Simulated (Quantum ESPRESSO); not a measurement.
Crystal: SnTe.

```
Te Sn
1.0
     0.00000    3.15085    3.15085
     3.15085    0.00000    3.15085
     3.15085    3.15085    0.00000
Te Sn
1 1
Direct
  0.50000 0.50000 0.50000
  0.00000 0.00000 0.00000
```

| Quantity | Value |
| --- | --- |
| Program | Quantum ESPRESSO 7.5 |
| Task | phonons |
| Functional | PBE |
| Potentials or basis | PseudoDojo 0.4.1 SR PBE standard |
| Cutoff | 1088 eV |
| Density cutoff | 4354 eV |
| k mesh | 7 × 7 × 7 |
| Occupations | gaussian, width 0.136 eV |
| Spin | no spin polarisation |
| Mixing beta | 0.5 |
| Most SCF iterations | 120 |
| SCF threshold | 4e-10 Ry |

The cell and the atoms were relaxed first, to 32.90 Å³/atom (a = 4.531 Å, b = 4.531 Å, c = 4.531 Å, α = 60.00°, β = 60.00°, γ = 60.00°), and the response was taken there.

The first run showed a gap, so the response started from a second, tighter run with fixed occupations.

Problem. Which optical modes does the crystal have at the zone centre, and which show in infrared and Raman spectra?

Solution. The optical modes are T1u. Infrared active: T1u. None is Raman active.

Optical modes at Γ, degenerate ones joined, polar ones without the macroscopic field:
| cm⁻¹ | components | symmetry | active in | IR intensity, summed ((D/Å)²/amu) |
| --- | --- | --- | --- | --- |
| 33i | 3 | T1u | IR | 53.86 |

Zone-centre frequencies without and with the macroscopic field along z (cm⁻¹):
```csv
,optical modes in rising order
without,33i 33i 33i
with the field,33i 33i 105
```

Caveat: some modes are imaginary; the gap is small at this level, which inflates the dielectric constant; this odd mesh misses L, where the gap lies, so gap, dielectric constants and Born charges aren't listed.
